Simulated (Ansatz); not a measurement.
# NbN (rocksalt type): the cost of one run

Computed with Ansatz 0.2.0 (DFT, r2SCAN, PAW with Ansatz's default frozen-core files, scalar-relativistic, unless a step's input says otherwise).

## (1) The system as given

The structure is cubic, space group Fm-3m (No. 225). The conventional cell has a = 4.309 Å, b = 4.309 Å, c = 4.309 Å, α = 90.00°, β = 90.00°, γ = 90.00°. Nb (site symmetry m-3m) is surrounded by 6 N at 2.15 Å. Around N (site symmetry m-3m) lie 6 Nb at 2.15 Å.

Structure file:

```
Nb N
1.0
     0.00000    2.15443    2.15443
     2.15443    0.00000    2.15443
     2.15443    2.15443    0.00000
Nb N
1 1
Direct
  0.00000 0.00000 0.00000
  0.50000 0.50000 0.50000
```

Whether this phase is the stable one at these pressures isn't tested.

Atoms are numbered in the order of the input: Nb1, N2.

## (2) Cell relaxed at zero pressure, PAW

input.yaml

```yaml
crystal:
  lattice:
    - [0.0, 2.15443469, 2.15443469]
    - [2.15443469, 0.0, 2.15443469]
    - [2.15443469, 2.15443469, 0.0]
  atoms:
    - { symbol: Nb, position: [0.0, 0.0, 0.0] }
    - { symbol: "N", position: [0.5, 0.5, 0.5] }
kpoints:
  mp_grid: { grid: [17, 17, 17] }
scf:
  occupations: { method: fermi_dirac, width: 0.08 }
hamiltonian:
  xc: r2scan
  pseudopotentials: { kind: paw }
output:
  forces: true
  stress: true
  write_density: true
  write_potential: true
  elf: true
  volumetric_format: npy
relax:
  f_tol: 0.005
  max_steps: 40
  cell: {}
```

Launch:

```bash
ansatz run input.yaml --threads 1 --pin off --max-ram 2048MiB --backend cpu --events-out ev --progress --plain --runs-dir out
```

**Question.** How long does this run take on 1 thread of Arm Neoverse V1, shared host, and how much memory does it need?

About 37 s, with a peak of 0.42 GiB.
